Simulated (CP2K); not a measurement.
The system is SnTe.

```xyz
2
Lattice="4.4560 0.0000 0.0000 2.2280 3.8590 0.0000 2.2280 1.2863 3.6383" Properties=species:S:1:pos:R:3 pbc="T T T"
Te    4.4560    2.5727    1.8191
Sn    0.0000    0.0000    0.0000
```

Base run:

```yaml
Program: CP2K 2026.2
Functional: PBE
Potentials_or_basis: POTENTIAL_UZH Te GTH-PBE-q6, Sn GTH-PBE-q4; TZVP-MOLOPT-PBE-GTH basis
Density_cutoff: 6123 eV
k_mesh: 7 × 7 × 7
Occupations: fermi-dirac, width 0.05 eV
Spin: no spin polarisation
```

Its results: pressure 3.0 GPa.

Problem. The run is repeated on the same cell with these changes: functional from PBE to PBEsol; ngrids from 5 to 4. What comes out?

Solution. Pressure 1.8 GPa.

Caveats: the basis of atomic orbitals isn't converged, which shifts pressures, moduli and gaps; the potentials were made for another functional, which shifts forces and pressure (some runs).
